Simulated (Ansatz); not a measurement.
An Ansatz input:

```yaml
crystal:
  lattice:
    - [-1.2053974582, 1.2053974582, 1.2053974582]
    - [1.2053974582, -1.2053974582, 1.2053974582]
    - [1.2053974582, 1.2053974582, -1.2053974582]
  atoms:
    - { symbol: B, position: [0.0, 0.0, 0.0] }
hamiltonian:
  xc: rpbe
  pseudopotentials:
    kind: paw
    azcp:
      B: "pseudopotentials/B.paw.azcp"
basis:
  ecutwfc: 420
  fft_grid_basis: typed
kpoints:
  mp_grid: { grid: [31, 31, 31], shift: [0, 0, 0] }
magnetization:
  spin_polarized: false
scf:
  occupations: { method: fermi_dirac, width: 0.1 }
output:
  stress: true
```

Terminal output

```
Engine: ansatz 0.2.0, aarch64-unknown-linux-gnu
Pseudopotentials: kind: paw
Pseudopotential: B, paw, valence charge 3, recommended cutoff 420 eV (normal) 
Functional definition: RPBE
  parameter kappa = 0.804
  parameter beta = 0.06672455060314922
  exchange = rpbe_x(kappa = kappa, mu = beta*pi^2/3)
  correlation = pbe_c(beta = beta)
Crystal: 1 atoms, lattice volume = 7.006 Å³
Basis set: ecut = 420 eV, 141 PW (Γ)
Bands: 6, of which v1, the nominal top of the filled ones, is band 2 counted from 1 (1 counted from 0)
Symmetry: 48 space group operations
Space group: Im-3m (ITA 229), of the structure as read, at distance tolerance 1.9e-5 Å
k-points: 816 of 29791
Non-local potential: B, projectors of the file, l = 0: 2, l = 1: 2, l = 2: 1
PAW form: soft (Blöchl's): semilocal exchange-correlation on the pseudo side does not see the compensation charge
PAW frozen core: B, regenerated for the run's functional, and the local potential with it (the file was generated under x = pbe(κ = 0.804, μ = 0.2195149727645171), c = pbe(β = 0.06672455060314922))
PAW one-centre angular grid: B, 110 points (default); XC on 64 Gauss nodes
Initial density: superposition of atomic densities (neutral atoms: chi_scale 0, normalization atom), corrected by the library's trained network
Initial wavefunctions: pseudopotential atomic-orbital guess
Functional: x = rpbe, c = pbe(β = 0.06672455060314922)
SCF iter   1: F=—  HF=-155.267474 eV  |F-HF|=—  |Δ(HF+E_count)|=         —  Δρ=5.68e-3  dr2=1.42e-3  ethr=1.77e-3  ⟨swp⟩=4.4  Hψ=36147  notcnv=0
SCF iter   2: F=—  HF=-155.266991 eV  |F-HF|=—  |Δ(HF+E_count)|=   4.83e-4  Δρ=2.66e-3  dr2=3.10e-4  ethr=4.74e-5  ⟨swp⟩=1.0  Hψ=11424  notcnv=0
SCF iter   3: F=—  HF=-155.266885 eV  |F-HF|=—  |Δ(HF+E_count)|=   1.06e-4  Δρ=1.10e-4  dr2=5.25e-7  ethr=1.03e-5  ⟨swp⟩=1.9  Hψ=5642  notcnv=0
SCF iter   4: F=—  HF=-155.266885 eV  |F-HF|=—  |Δ(HF+E_count)|=   1.72e-7  Δρ=1.52e-5  dr2=5.46e-9  ethr=1.75e-8  ⟨swp⟩=2.0  Hψ=5756  notcnv=0
iter 5 did not close the SCF: its close was put off for the readings that it lacked (scf_convergence_deferred on its scf_iter line)
SCF iter   5: F=-155.266885 eV  HF=-155.266885 eV  |F-HF|=1.17e-11  |Δ(HF+E_count)|=   3.64e-9  Δρ=8.08e-7  dr2=1.43e-11  ethr=1.82e-10  ⟨swp⟩=1.5  Hψ=5333  notcnv=0
SCF iter   6: F=-155.266885 eV  HF=-155.266885 eV  |F-HF|=5.68e-14  |Δ(HF+E_count)|=  1.57e-11  Δρ=4.14e-8  dr2=3.54e-14  ethr=1.00e-12  ⟨swp⟩=1.0  Hψ=12227  notcnv=0
SCF 1 converged in 6 iterations: F = -155.266885 eV  dr2 = 3.54e-14
SCF converged after 6 iterations
Free energy (F): -155.266885 eV
Harris-Foulkes:  -155.266885 eV  (|F-HF|=5.68e-14)
Internal energy: -155.256631 eV  (E = F + TS)
E sigma→0 (E₀):  -155.261758 eV
Entropy (-TS):   -0.010253 eV (-10.253 meV/atom)
Fermi energy:    11.734310 eV
--- Per-component energies (eV) ---
  E_band       = 14.360428
  E_kinetic    = 43.920412
  E_local      = -2.845096  (includes V_loc(G=0)·N_el)
  E_nonlocal   = 11.696249
  E_hartree    = 0.310167
  E_xc         = -31.158424
  E_vxc        = -36.921882  (∫ρ·V_xc dr)
  E_paw        = -79.352448  (= ΣΔE_a)
  E_vpaw       = -2.109588  (= ΣTr[D̂ρ^β])
  E_aug_tail   = -0.000002  (compensation charges beyond the density's cutoff)
  E_ewald      = -97.816915
  E_core_change = -0.010575  (= ΣΔE_core)
  E_smearing   = -0.010253  (= −TS)
  E_closure    = 0.000000  (closes the sum)
  Σ components = -155.266885   (vs F -155.266885, Δ=0.00e0)
--- Stress (GPa, compression-positive) ---
      -18.494751       0.000000       0.000000
       -0.000000     -18.494751      -0.000000
        0.000000      -0.000000     -18.494751
  P = ⅓ Tr σ = -18.4948 GPa (-184.948 kbar)
```
